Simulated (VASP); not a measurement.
# MnSi (F-43m) in VASP: a series of runs, part 2 of 3

VASP 6.6.1. Earlier steps stand in the parts before.

## (3) Optical spectrum, SCAN+D3+U, collinear spin, ferromagnetic start

This run uses another cell than the first one: it holds 8 atoms, not 2.

The input, INCAR:

```
SYSTEM = MnSi
PREC     = Accurate       ! precision mode
ENCUT    = 520            ! plane-wave cutoff, eV
EDIFF    = 1E-7           ! SCF threshold, eV
ISMEAR   = 0              ! smearing method
SIGMA    = 0.01           ! smearing width, eV
LREAL    = .False.        ! projectors in reciprocal space
LASPH    = .True.         ! aspherical terms in the spheres
NELM     = 120            ! most SCF steps
ALGO     = Normal         ! electronic algorithm
ISIF     = 2              ! what is computed and relaxed
LWAVE    = .False.        ! write WAVECAR
LCHARG   = .False.        ! write CHGCAR
ISPIN    = 2              ! spin polarisation
MAGMOM   = 4 4 4 4 0 0 0 0 ! initial moments
LORBIT   = 11             ! projections on sites
LMAXMIX  = 4              ! l up to which the mixer works
LDAU     = .True.         ! DFT+U
LDAUTYPE = 2            
LDAUL    = 2 -1           ! shell
LDAUU    = 7 0            ! U, eV
LDAUJ    = 0.5 0        
LDAUPRINT= 1            
METAGGA  = SCAN           ! meta-GGA
LMIXTAU  = .True.       
IVDW     = 11             ! dispersion correction
LOPTICS  = .True.         ! frequency-dependent dielectric function
NBANDS   = 82             ! bands
NEDOS    = 2000           ! points of the DOS
CSHIFT   = 0.1
```

The input, MnSi.cif:

```cif
data_MnSi
_cell_length_a 5.05444920
_cell_length_b 5.05444920
_cell_length_c 5.05444920
_cell_angle_alpha 90.00000000
_cell_angle_beta 90.00000000
_cell_angle_gamma 90.00000000
_space_group_name_H-M_alt 'F-43m'
_space_group_name_Hall 'F -4 2 3'
_space_group_IT_number 216
loop_
_space_group_symop_operation_xyz
'x,y,z'
'y,-x,-z'
'-x,-y,z'
'-y,x,-z'
'x,-y,-z'
'y,x,z'
'-x,y,-z'
'-y,-x,z'
'z,x,y'
'-z,y,-x'
'z,-x,-y'
'-z,-y,x'
'-z,x,-y'
'z,y,x'
'-z,-x,y'
'z,-y,-x'
'y,z,x'
'-x,-z,y'
'-y,z,-x'
'x,-z,-y'
'-y,-z,x'
'x,z,y'
'y,-z,-x'
'-x,z,-y'
'x,y+1/2,z+1/2'
'y,-x+1/2,-z+1/2'
'-x,-y+1/2,z+1/2'
'-y,x+1/2,-z+1/2'
'x,-y+1/2,-z+1/2'
'y,x+1/2,z+1/2'
'-x,y+1/2,-z+1/2'
'-y,-x+1/2,z+1/2'
'z,x+1/2,y+1/2'
'-z,y+1/2,-x+1/2'
'z,-x+1/2,-y+1/2'
'-z,-y+1/2,x+1/2'
'-z,x+1/2,-y+1/2'
'z,y+1/2,x+1/2'
'-z,-x+1/2,y+1/2'
'z,-y+1/2,-x+1/2'
'y,z+1/2,x+1/2'
'-x,-z+1/2,y+1/2'
'-y,z+1/2,-x+1/2'
'x,-z+1/2,-y+1/2'
'-y,-z+1/2,x+1/2'
'x,z+1/2,y+1/2'
'y,-z+1/2,-x+1/2'
'-x,z+1/2,-y+1/2'
'x+1/2,y,z+1/2'
'y+1/2,-x,-z+1/2'
'-x+1/2,-y,z+1/2'
'-y+1/2,x,-z+1/2'
'x+1/2,-y,-z+1/2'
'y+1/2,x,z+1/2'
'-x+1/2,y,-z+1/2'
'-y+1/2,-x,z+1/2'
'z+1/2,x,y+1/2'
'-z+1/2,y,-x+1/2'
'z+1/2,-x,-y+1/2'
'-z+1/2,-y,x+1/2'
'-z+1/2,x,-y+1/2'
'z+1/2,y,x+1/2'
'-z+1/2,-x,y+1/2'
'z+1/2,-y,-x+1/2'
'y+1/2,z,x+1/2'
'-x+1/2,-z,y+1/2'
'-y+1/2,z,-x+1/2'
'x+1/2,-z,-y+1/2'
'-y+1/2,-z,x+1/2'
'x+1/2,z,y+1/2'
'y+1/2,-z,-x+1/2'
'-x+1/2,z,-y+1/2'
'x+1/2,y+1/2,z'
'y+1/2,-x+1/2,-z'
'-x+1/2,-y+1/2,z'
'-y+1/2,x+1/2,-z'
'x+1/2,-y+1/2,-z'
'y+1/2,x+1/2,z'
'-x+1/2,y+1/2,-z'
'-y+1/2,-x+1/2,z'
'z+1/2,x+1/2,y'
'-z+1/2,y+1/2,-x'
'z+1/2,-x+1/2,-y'
'-z+1/2,-y+1/2,x'
'-z+1/2,x+1/2,-y'
'z+1/2,y+1/2,x'
'-z+1/2,-x+1/2,y'
'z+1/2,-y+1/2,-x'
'y+1/2,z+1/2,x'
'-x+1/2,-z+1/2,y'
'-y+1/2,z+1/2,-x'
'x+1/2,-z+1/2,-y'
'-y+1/2,-z+1/2,x'
'x+1/2,z+1/2,y'
'y+1/2,-z+1/2,-x'
'-x+1/2,z+1/2,-y'
loop_
_atom_site_label
_atom_site_type_symbol
_atom_site_symmetry_multiplicity
_atom_site_Wyckoff_symbol
_atom_site_fract_x
_atom_site_fract_y
_atom_site_fract_z
_atom_site_occupancy
Mn1 Mn 4 a 0.0000000000 0.0000000000 0.0000000000 1
Si1 Si 4 d 0.2500000000 0.2500000000 0.7500000000 1
```

The input, KPOINTS:

```
regular mesh
0
Gamma
  5 5 5
  0 0 0
```

The input, POSCAR:

```
Mn Si
 1.0000000000000000
     5.0544491999999996    0.0000000000000000    0.0000000000000000
     0.0000000000000000    5.0544491999999996    0.0000000000000000
     0.0000000000000000    0.0000000000000000    5.0544491999999996
 Mn  Si 
   4   4
Cartesian
  0.0000000000000000  0.0000000000000000  0.0000000000000000
  0.0000000000000000  2.5272245999999998  2.5272245999999998
  2.5272245999999998  0.0000000000000000  2.5272245999999998
  2.5272245999999998  2.5272245999999998  0.0000000000000000
  1.2636122999999999  1.2636122999999999  3.7908368999999991
  1.2636122999999999  3.7908368999999995  1.2636123000000006
  3.7908368999999995  3.7908368999999995  3.7908368999999991
  3.7908368999999995  1.2636122999999999  1.2636123000000006
```

Potentials or basis: VASP PAW PBE potentials, release 64 (Mn_pv, Si).

The run is started by

```console
$ ase convert -i cif -o vasp MnSi.cif POSCAR
$ cat potpaw_PBE.64/Mn_pv/POTCAR potpaw_PBE.64/Si/POTCAR > POTCAR
$ mpirun -np 1 vasp_std > vasp.out
```

OUTCAR:

```text
SYSTEM = MnSi
   PREC = Accurate
   ENCUT = 520
   EDIFF = 1E-7
   ISMEAR = 0
   LREAL = .False.
   LASPH = .True.
   NELM = 120
   ISIF = 2
   ISPIN = 2
   LORBIT = 11
   METAGGA = SCAN
   IVDW = 11
 IVDW          = 11

 ion  position               nearest neighbor table
   1  0.000  0.000  0.000-   5 2.19   6 2.19   7 2.19   8 2.19
   2  0.000  0.500  0.500-   5 2.19   6 2.19   7 2.19   8 2.19
   3  0.500  0.000  0.500-   5 2.19   6 2.19   7 2.19   8 2.19
   4  0.500  0.500  0.000-   5 2.19   6 2.19   7 2.19   8 2.19
   5  0.250  0.250  0.750-   1 2.19   2 2.19   3 2.19   4 2.19
   6  0.250  0.750  0.250-   1 2.19   2 2.19   3 2.19   4 2.19
   7  0.750  0.750  0.750-   1 2.19   2 2.19   3 2.19   4 2.19
   8  0.750  0.250  0.250-   1 2.19   2 2.19   3 2.19   4 2.19

  LATTYP: Found a simple cubic cell.
 ALAT       =     5.0544492000

  Lattice vectors:

 A1 = (   5.0544492000,   0.0000000000,   0.0000000000)
 A2 = (   0.0000000000,   5.0544492000,   0.0000000000)
 A3 = (   0.0000000000,   0.0000000000,   5.0544492000)

Analysis of symmetry for initial positions (statically):
=====================================================================
 Subroutine PRICEL returns following result:

  LATTYP: Found a face centered cubic cell.
 ALAT       =     5.0544492000
[... 12 lines left out ...]
 Subroutine GETGRP returns: Found 24 space group operations
 (whereof 24 operations were pure point group operations)
 out of a pool of 48 trial point group operations.

The static configuration has the point symmetry T_d .

Analysis of symmetry for dynamics (positions and initial velocities):
=====================================================================
 Subroutine PRICEL returns following result:

  LATTYP: Found a face centered cubic cell.
 ALAT       =     5.0544492000
[... 12 lines left out ...]
 Subroutine GETGRP returns: Found 24 space group operations
 (whereof 24 operations were pure point group operations)
 out of a pool of 48 trial point group operations.

The dynamic configuration has the point symmetry T_d .

Analysis of structural, dynamic, and magnetic symmetry:
=====================================================================
 Subroutine PRICEL returns following result:

  LATTYP: Found a face centered cubic cell.
 ALAT       =     5.0544492000
[... 12 lines left out ...]
 Subroutine GETGRP returns: Found 24 space group operations
 (whereof 24 operations were pure point group operations)
 out of a pool of 48 trial point group operations.

The overall configuration has the point symmetry T_d .

 Subroutine INISYM returns: Found 24 space group operations
 (whereof 24 operations are pure point group operations),
 and found     4 'primitive' translations

[... 1283 lines left out ...]
 POSITION                                       TOTAL-FORCE (eV/Angst)
 -----------------------------------------------------------------------------------
      0.00000      0.00000      0.00000        -0.000000      0.000000     -0.000000
      0.00000      2.52722      2.52722         0.000000     -0.000000     -0.000000
      2.52722      0.00000      2.52722        -0.000000      0.000000     -0.000000
      2.52722      2.52722      0.00000        -0.000000     -0.000000     -0.000000
      1.26361      1.26361      3.79084         0.000000     -0.000000      0.000000
      1.26361      3.79084      1.26361         0.000000     -0.000000      0.000000
      3.79084      3.79084      3.79084         0.000000     -0.000000      0.000000
      3.79084      1.26361      1.26361         0.000000     -0.000000      0.000000
 -----------------------------------------------------------------------------------
    total drift:                               -0.000000     -0.000000     -0.000000

  FREE ENERGIE OF THE ION-ELECTRON SYSTEM (eV)
  ---------------------------------------------------
  free  energy   TOTEN  =       -90.6974329917 eV

  energy  without entropy=      -90.6971535156  energy(sigma->0) =      -90.69729325

[... 8 lines left out ...]
  --------------------------------------------------------------------------------------------------------------
     0.00000     0.00000     0.00000     0.00000     0.00000     0.00000     0.00000
     0.90435     4.55983     4.55983     4.55983    -0.00000    -0.00000    -0.00000
     1.80870    14.11821    14.11821    14.11821     0.00000     0.00000    -0.00000
     2.71305     5.84738     5.84738     5.84738     0.00000    -0.00000    -0.00000
     3.61740     9.12946     9.12946     9.12946     0.00000     0.00000     0.00000
     4.52175     6.20334     6.20334     6.20334    -0.00000    -0.00000    -0.00000
[... 92 lines left out ...]
    88.62628     0.00014     0.00014     0.00014     0.00000    -0.00000    -0.00000
    89.53063     0.00013     0.00013     0.00013     0.00000    -0.00000    -0.00000

  frequency dependent      REAL DIELECTRIC FUNCTION (independent particle, no local field effects) density-density
     E(ev)        X           Y           Z          XY          YZ          ZX
  --------------------------------------------------------------------------------------------------------------
     0.00000    15.04947    15.04947    15.04947     0.00000    -0.00000    -0.00000
     0.90435    17.02961    17.02961    17.02961     0.00000     0.00000    -0.00000
     1.80870     0.51521     0.51521     0.51521    -0.00000    -0.00000     0.00000
     2.71305     1.86763     1.86763     1.86763     0.00000    -0.00000     0.00000
     3.61740     5.63543     5.63543     5.63543    -0.00000    -0.00000     0.00000
     4.52175    -1.91183    -1.91183    -1.91183    -0.00000    -0.00000    -0.00000
[... 92 lines left out ...]
    88.62628     0.94975     0.94975     0.94975    -0.00000    -0.00000     0.00000
    89.53063     0.95099     0.95099     0.95099    -0.00000    -0.00000     0.00000

  frequency dependent IMAGINARY DIELECTRIC FUNCTION (independent particle, no local field effects) current-current
     E(ev)      X         Y         Z        XY        YZ        ZX
  --------------------------------------------------------------------------------------------------------------
     0.00000    62.01101    62.01101    62.01101    -0.00000    -0.00000     0.00000
     0.90435     8.07152     8.07152     8.07152    -0.00000    -0.00000     0.00000
     1.80870    13.98686    13.98686    13.98686    -0.00000    -0.00000    -0.00000
     2.71305     5.90847     5.90847     5.90847     0.00000     0.00000     0.00000
     3.61740     9.39000     9.39000     9.39000    -0.00000    -0.00000    -0.00000
     4.52175     6.06927     6.06927     6.06927    -0.00000     0.00000    -0.00000
[... 92 lines left out ...]
    88.62628     0.00003     0.00003     0.00003     0.00000     0.00000     0.00000
    89.53063     0.00003     0.00003     0.00003     0.00000     0.00000     0.00000

  frequency dependent      REAL DIELECTRIC FUNCTION (independent particle, no local field effects) current-current
     E(ev)        X           Y           Z          XY          YZ          ZX
  --------------------------------------------------------------------------------------------------------------
     0.00000    14.79691    14.79691    14.79691    -0.00000    -0.00000     0.00000
     0.90435    15.91596    15.91596    15.91596    -0.00000    -0.00000     0.00000
     1.80870    -0.99609    -0.99609    -0.99609     0.00000     0.00000    -0.00000
     2.71305     1.46833     1.46833     1.46833     0.00000     0.00000    -0.00000
     3.61740     5.15063     5.15063     5.15063     0.00000     0.00000     0.00000
     4.52175    -2.18250    -2.18250    -2.18250     0.00000    -0.00000     0.00000
[... 92 lines left out ...]
    88.62628     0.94976     0.94976     0.94976     0.00000    -0.00000    -0.00000
    89.53063     0.95101     0.95101     0.95101     0.00000    -0.00000    -0.00000

 total charge

# of ion       s       p       d       tot
------------------------------------------
    1        0.496   6.359   5.101  11.955
    2        0.496   6.359   5.101  11.955
    3        0.496   6.359   5.101  11.955
    4        0.496   6.359   5.101  11.955
    5        0.852   1.085   0.000   1.937
    6        0.852   1.085   0.000   1.937
    7        0.852   1.085   0.000   1.937
    8        0.852   1.085   0.000   1.937
--------------------------------------------------
tot          5.391  29.775  20.404  55.570

 magnetization (x)

# of ion       s       p       d       tot
------------------------------------------
    1        0.056  -0.050   3.866   3.872
    2        0.056  -0.050   3.866   3.872
    3        0.056  -0.050   3.866   3.872
    4        0.056  -0.050   3.866   3.872
    5       -0.071  -0.485   0.000  -0.555
    6       -0.071  -0.485   0.000  -0.555
    7       -0.071  -0.485   0.000  -0.555
    8       -0.071  -0.485   0.000  -0.555
--------------------------------------------------
tot         -0.057  -2.140  15.463  13.266
```

Run time: 13 min. Hardware: 1 thread of AMD EPYC 9R45 (Zen 5), shared host; peak memory 0.49 GiB.

What came out:

```
Free energy                                           : -90.6974 eV
Pressure                                              : 43.5 GPa
Band gap on the k mesh                                : none (metal or under the smearing width)
Net moment                                            : 12.00 μB per cell
Site moments                                          : Mn +3.87; Si -0.56 μB
Valence electrons inside the program's atomic spheres : Mn 11.96; Si 1.94
Dispersion energy per atom                            : -0.108 eV
```

Dielectric function (mean over the directions given):
| energy (eV) | real part | imaginary part |
| --- | --- | --- |
| 0.27 | 15.45 | 0.32 |
| 0.72 | 19.00 | 3.36 |
| 1.27 | 15.08 | 17.05 |
| 1.72 | 3.74 | 19.82 |
| 2.26 | 4.10 | 10.77 |
| 2.71 | 1.87 | 5.85 |
| 3.26 | 4.12 | 6.00 |
| 3.80 | 3.05 | 10.97 |
| 4.25 | 0.39 | 7.28 |
| 4.79 | -0.49 | 5.15 |
| 5.25 | -0.24 | 4.11 |
| 5.79 | -0.37 | 4.14 |
| 6.33 | 1.30 | 3.77 |
| 6.78 | 0.17 | 4.03 |
| 7.33 | -0.99 | 2.41 |
| 7.78 | 0.29 | 2.53 |
| 8.32 | 0.46 | 1.75 |
| 8.86 | 1.51 | 2.82 |
| 9.31 | 0.22 | 3.71 |
| 9.86 | -1.37 | 3.12 |
| 10.31 | -0.72 | 1.85 |
| 10.85 | -0.44 | 1.53 |
| 11.30 | -0.85 | 2.03 |
| 11.85 | -0.54 | 1.36 |
| 12.39 | -0.10 | 1.13 |
| 12.84 | -0.28 | 1.24 |
| 13.38 | 0.05 | 0.95 |
| 13.84 | -0.03 | 1.23 |
| 14.38 | -0.15 | 0.90 |
| 14.92 | -0.03 | 0.78 |
| 15.37 | 0.16 | 0.64 |
| 15.92 | 0.11 | 0.63 |
| 16.37 | 0.20 | 0.64 |
| 16.91 | 0.07 | 0.64 |
| 17.45 | 0.12 | 0.53 |
| 17.91 | 0.17 | 0.38 |
| 18.45 | 0.34 | 0.39 |
| 18.90 | 0.28 | 0.45 |
| 19.44 | 0.26 | 0.39 |
| 19.99 | 0.37 | 0.34 |

Eigenvalues of the final occupation matrices:
```
    site  spin  trace               eigenvalues
site 1 d     1   4.50  0.90 0.90 0.90 0.91 0.91
site 1 d     2   0.63  0.06 0.06 0.17 0.17 0.17
site 2 d     1   4.50  0.90 0.90 0.90 0.91 0.91
site 2 d     2   0.63  0.06 0.06 0.17 0.17 0.17
site 3 d     1   4.50  0.90 0.90 0.90 0.91 0.91
site 3 d     2   0.63  0.06 0.06 0.17 0.17 0.17
site 4 d     1   4.50  0.90 0.90 0.90 0.91 0.91
site 4 d     2   0.63  0.06 0.06 0.17 0.17 0.17
```

Caveat: a pressure of tens of GPa on the cell as given is suspect, and the run, the potentials or the cell itself is likely at fault; spectra need much finer meshes, so this one isn't converged; independent-particle spectra lack excitons; the intraband (Drude) part of a metal's response may be missing; the PAW data sets were made with another functional, which shifts forces and pressure a little; pairwise dispersion overbinds metals, which lowers pressure and volume; the U is typed as a test and isn't derived for this compound.

[end of part 2 of 3]
